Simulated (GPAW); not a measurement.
Crystal: MnO.

```
Mn O
1.0
     0.00000    2.22200    2.22200
     2.22200    0.00000    2.22200
     2.22200    2.22200    0.00000
Mn O
1 1
Direct
  0.00000 0.00000 0.00000
  0.50000 0.50000 0.50000
```

Program: GPAW 26.7.0. Alike in all runs: task single point; level r2SCAN+U; potentials or basis GPAW PAW data sets (gpaw-data 1.2.1), pw; spin collinear, ferromagnetic start; cell as given; k mesh 7 × 7 × 7; cutoff (eV) 800; smearing fermi-dirac 0.05 eV.

Question: Order these runs on this cell by their band gap on the k mesh, lowest first.
A. U Mn d U = 4 eV
B. U Mn d U = 6 eV
C. U Mn d U = 3 eV
D. U Mn d U = 2 eV
E. U Mn d U = 5 eV

Answer: D (0.45 eV), C (0.72 eV), A (0.97 eV), E (1.20 eV), B (1.40 eV).

Caveats: an odd mesh through Γ misses points on the zone boundary, where band edges often lie; a cell with one magnetic atom can't hold antiferromagnetic order, which such compounds often take.

Runs at the PBE level aren't shown here.
